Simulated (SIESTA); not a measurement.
Crystal: MnO.

```
Mn O
1.0
     3.37170    0.00000    0.00000
    -1.68585    2.91998    0.00000
     0.00000    0.00000    5.38550
Mn O
2 2
Direct
  0.66667 0.33333 0.51096
  0.33333 0.66667 0.01096
  0.66667 0.33333 0.87547
  0.33333 0.66667 0.37547
```

Measurements of this composition are mostly on another form, of space group No. 225.

| Property | Result |
| --- | --- |
| Program | SIESTA 5.4.2 |
| Task | single point |
| Functional | PBE |
| Potentials or basis | PseudoDojo 0.4 standard (PBE files) |
| Basis | DZP (energy shift 0.003 Ry; two zetas on semicore shells) |
| Grid cutoff | 800 Ry |
| Energy shift | 0.003 Ry |
| k mesh | 9 × 9 × 5 |
| Occupations | fermi-dirac, width 0.05 eV |
| Spin | collinear spin, ferromagnetic start |
| Starting moments | [4.0, 4.0, 0.0, 0.0] μB |

On this cell: pressure 7.6 GPa; largest force 0.747 eV/Å; net moment 10.00 μB per cell; site moments Mn +4.79; O +0.21 μB; band gap on the k mesh none (metal or under the smearing width).

The same run follows on a disturbed copy (atoms moved at random, drawn with an rms of 0.05 Å):

```
CELL_PARAMETERS angstrom
3.37170 0.00000 0.00000
-1.68585 2.91998 0.00000
0.00000 0.00000 5.38550
ATOMIC_POSITIONS crystal
Mn 0.65139 0.32060 0.50313
Mn 0.33732 0.67237 0.01206
O 0.66500 0.33927 0.87679
O 0.32086 0.65158 0.37275
```

Question: What does the disturbed cell give?

Answer: The energy (extrapolated to zero smearing) moves by -0.1 meV/atom; pressure 7.5 GPa; largest force 1.194 eV/Å; net moment 10.00 μB per cell; site moments Mn +4.80, +4.77; O +0.21 μB; band gap on the k mesh none (metal or under the smearing width).

Forces in eV/Å, atoms in the order of the input:
```
Mn   0.097 -0.030 -0.091
Mn  -0.110  0.024 -1.189
O    0.108 -0.029  0.301
O   -0.095  0.034  0.981
```

Stress tensor (GPa, compression positive):
```
 5.33 -0.62 -0.10
-0.62  5.04 -0.19
-0.10 -0.19 12.13
```

Caveats: short orbitals over semicore shells can move pressures by several GPa; the basis of atomic orbitals isn't converged, which shifts pressures, moduli and gaps; semilocal functionals often make such compounds metallic where correlation or magnetic order opens a gap, which also shifts bond lengths; only a ferromagnetic start was run, and an antiferromagnetic order may lie lower in energy.
